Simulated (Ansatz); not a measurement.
# ZrO₂: do energies and stresses tell the same story?

All numbers below come from DFT PBE, scalar-relativistic, plane waves, PAW in Ansatz 0.2.0.

Plane waves to 420 eV, a k mesh through Γ of 6×6×6 on the computed 6-atom cell and Gaussian smearing (0.02 eV); no spin polarisation.

Relaxed cell: P4_2/nmc, a = 3.621 Å, b = 3.621 Å, c = 5.282 Å, α = 90.00°, β = 90.00°, γ = 90.00°, 6 atoms in the primitive cell. This form isn't the usual stable structure of the compound.

Energies at zero smearing and pressures from the stress tensor, at volumes with shape and atoms relaxed:
| V (Å³/atom) | E − E(first) (meV/atom) | P (GPa) |
| --- | --- | --- |
| 10.159 | 0.00 | 28.97 |
| 10.505 | -52.07 | 19.49 |
| 10.851 | -85.44 | 11.66 |
| 11.198 | -103.47 | 5.25 |
| 11.544 | -108.99 | 0.01 |
| 11.890 | -104.32 | -4.18 |
| 12.237 | -91.61 | -7.48 |
| 12.698 | -65.25 | -10.62 |

Task: Check P = −dE/dV between neighbouring volumes, and get the bulk modulus from the pressures alone.

Result: With 1 eV/Å³ = 160.2 GPa:
```
middle V (Å³/atom)  −ΔE/ΔV (GPa) mean P (GPa)
            10.332        24.090        24.232
            10.678        15.438        15.578
            11.025         8.341         8.455
            11.371         2.551         2.626
            11.717        -2.157        -2.084
            12.064        -5.880        -5.827
            12.468        -9.146        -9.048
```

The two differ by 0.14 GPa at most. The mean of two end pressures misses the average over a step by about ΔV² P″/12, up to 0.15 GPa here; with that taken off 0.02 GPa remains. Around V = 11.544 Å³/atom, the two neighbours give B = −V ΔP/ΔV = 11.544 × 9.42 / 0.693 = 157.0 GPa, against B0 = 153.6 GPa from the Birch–Murnaghan fit of the energies.